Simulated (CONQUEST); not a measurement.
AgCl (Chlorargyrite) in CONQUEST: convergence with k mesh

AgCl (Chlorargyrite):

```
Ag Cl
1.0
     3.86787    0.00000    0.00000
     0.00000    3.86787    0.00000
     0.00000    0.00000    5.47000
Ag Cl
2 2
Direct
  0.49256 0.48575 0.49705
  0.99256 0.98575 0.99705
  0.00624 0.99360 0.50268
  0.50624 0.49360 0.00268
```

The cell isn't the ideal one: atoms moved at random.

- Program: CONQUEST 1.3
- Task: convergence study
- Functional: LDA
- Potentials or basis: PseudoDojo NC LDA, DZP, grid cutoff 120 Ha
- k mesh: 1 × 1 × 1
- Occupations: fermi-dirac, width 0.05 eV
- Spin: no spin polarisation

These are the settings of the first run; the series varies k mesh, with any setting tied to it.

Hardware: 1 thread of Intel(R) Xeon(R) Platinum 8488C (Sapphire Rapids) (shared host).

```
     k mesh  energy less the tightest run, at zero smearing (meV/atom)  pressure (GPa)  gap on the mesh (eV)  SCF cycles  CPU time (s)  peak memory (GiB)
  1 × 1 × 1                                                     281.86           -9.81                 2.398           7            29               0.63
  2 × 2 × 1                                                     -58.80           -4.64                 0.923           6            33               0.63
  3 × 3 × 2                                                       9.44           -1.96                 1.022           6            36               0.63
  4 × 4 × 3                                                       2.83           -2.13                 0.820           6            41               0.63
  5 × 5 × 4                                                       0.49           -2.18                 0.880           6            35               0.63
  6 × 6 × 4                                                       0.12           -2.19                 0.798           6            40               0.63
  7 × 7 × 5                                                       0.03           -2.19                 0.880           6            52               0.63
  9 × 9 × 6                                                       0.00           -2.19                 0.825           6            68               0.63
10 × 10 × 7                                                       0.00           -2.19                 0.806           6            93               0.63
```

Against the tightest run, the energy stays within 1 meV/atom from 5 × 5 × 4 on; the pressure stays within 0.1 GPa from 4 × 4 × 3 on. Not settled before the last step: the gap on the mesh (to 0.01 eV). Meshes of other sizes hit other points, so gaps and Fermi surfaces needn't settle smoothly. The tightest run that finished is the yardstick and may itself not be fully converged.

Caveat, for the tightest run too: an odd mesh through Γ misses points on the zone boundary, where band edges often lie; the basis of atomic orbitals isn't converged, which shifts pressures, moduli and gaps.
